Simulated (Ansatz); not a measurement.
**Property card for FePt**

The calculation used DFT PBE, scalar-relativistic, plane waves, PAW (Ansatz 0.2.0).

Plane waves to 420 eV, a k mesh through Γ of 20×20×14 on the computed 2-atom cell and Gaussian smearing (0.10 eV); collinear spin from starting moments 3.3 0.4 μB.

The structure is relaxed at this level of theory with its symmetry kept, and needn't be the ground state of this composition.

```xyz
2
Lattice="2.7291 0.0000 0.0000 0.0000 2.7291 0.0000 0.0000 0.0000 3.7652" Properties=species:S:1:pos:R:3 pbc="T T T"
Fe    1.3646    1.3646    1.8826
Pt    0.0000    0.0000    0.0000
```

* Space group: P4/mmm (No. 123)
* Volume per atom: 14.02 Å³
* Formation energy from the elements' standard states (uncorrected): -0.229 eV/atom
* Kohn–Sham band gap: none (metal)
* Density of states at the Fermi level: 1.3 states/eV per cell
* Orbital (Löwdin) character within 0.5 eV of the Fermi level: Fe 3d 64 %, Pt 5d 23 %, unprojected 5 %
* Bulk modulus: 202 GPa
* Its pressure derivative: 5.4
* Bader charge by site (e): Fe (1 in the cell) 0.66, Pt (1 in the cell) -0.66
* Total moment: 3.30 μB per cell
* Moment by site (μB): Fe1 2.98, Pt2 0.38

Spin-orbit coupling is left out, which matters for the bands of heavy elements.

Only this magnetic start was tried.

The cell was reached from a generator's guess, though it ends in a space group that the Crystallography Open Database lists for this formula. Löwdin shares on free-atom orbitals overweight diffuse shells.
